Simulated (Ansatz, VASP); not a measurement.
**One calculation of GaSb, two programs**

```
CELL_PARAMETERS angstrom
0.00000 3.05900 3.05900
3.05900 0.00000 3.05900
3.05900 3.05900 0.00000
ATOMIC_POSITIONS crystal
Sb 0.75000 0.75000 0.75000
Ga 0.00000 0.00000 0.00000
```

Alike in both runs: task single point; functional PBE; k mesh 8 × 8 × 8; occupations gaussian, width 0.016 eV; no spin polarisation.

```csv
,VASP,Ansatz
version,VASP 6.6.1,Ansatz 0.2.0
potentials or method,"VASP PAW PBE potentials, release 64 (Sb, Ga_d), cutoff 520 eV","all-electron LAPW, scalar-relativistic"
```

|  | VASP | Ansatz | Ansatz less VASP |
| --- | --- | --- | --- |
| gap on the k mesh at the Fermi level (eV) | 0.04 | 0.04 | +0.003 |
| least direct gap on the mesh (eV) | 0.04 | 0.04 | +0.003 |
| pressure (GPa) | 2.4 | 2.3 | -0.08 |

Ansatz ran all-electron here, so the differences hold the error of VASP's frozen core and of both bases.

Caveats: spin-orbit coupling is left out, which moves the levels of the heavy elements.
